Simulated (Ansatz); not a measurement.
**Electrostatic potentials at the Se nuclei in Mo₃Se₄**

Cell: a COD entry, taken as it stands.

Space group R-3:H (No. 148); a = 9.5450, c = 11.2100 Å, γ = 120.00°.

| site | Wyckoff | site symmetry | x | y | z |
| --- | --- | --- | --- | --- | --- |
| Mo | 18f | 1 | 0.8290 | 0.8479 | 0.3940 |
| Se7 | 18f | 1 | 0.9621 | 0.6724 | 0.4171 |
| Se13 | 6c | 3. | 0.0000 | 0.0000 | 0.2137 |

One atom of each set is listed; the run and its k-mesh use a cell of 14 atoms with edges of 6.66, 6.66, 6.66 Å.

All values are calculated (Ansatz; DFT, PBE, plane waves and PAW (field gradients read without the response of the frozen cores, which leaves them typically 4 to 6 % off), scalar-relativistic, 420 eV cutoff, Γ-centred 5×5×5 k-points, Fermi–Dirac smearing 0.05 eV), not measured.

The potential at a nucleus is that of all electrons and the other nuclei. A higher potential binds the core electrons more strongly, so differences between sites of one element are the initial-state part of core-level shifts.

**Question.** Rank the Se sites by the potential at the nucleus, lowest first, and give each against the lowest.
A. Se7: 4 Mo at 2.55–2.60 Å
B. Se13: 3 Mo at 2.55 Å

**Answer.** B (0.00 V), A (0.45 V).
